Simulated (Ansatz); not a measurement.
**BaS: the gap against volume**

BaS, Fm-3m, a = 6.425 Å. Ansatz: r2SCAN, PAW, 500 eV, Γ-centred 6×6×6 mesh on 2 atoms, Gaussian smearing 0.02 eV; no spin polarisation. Symmetry fixes shape and atoms, so the cell is only scaled; x = ln(V/V0) with V0 = 33.160 Å³/atom. The gap is read at the mesh points alone.

| x | gap y (eV) |
| --- | --- |
| -0.0619 | 2.483 |
| -0.0305 | ? |
| 0.0000 | 2.579 |
| 0.0296 | 2.617 |
| 0.0583 | 2.650 |

Question: Fit a straight line to the other rows, give the volume deformation potential of the gap and its pressure coefficient, and predict the missing gap. B0 = 44.5 GPa.

Answer: Means x = 0.006500, y = 2.5823; Σ(Δx)² = 0.007938, ΣΔxΔy = 0.01112; the slope is their ratio. y = 2.5731 + 1.4012 x. The slope is the deformation potential a = dE_g/d ln V = 1.40 eV, and dE_g/dP = −a/B0 = -31.5 meV/GPa. At x = -0.0305 the fit asked for gives 2.530 eV. The run gave 2.534 eV, so the fit is 0.004 eV too low, within the rms miss on the fitted rows (0.004 eV).

Spin-orbit coupling is left out, which matters for the bands of heavy elements. Semilocal functionals give gaps under the measured ones; changes of the gap mostly carry over better.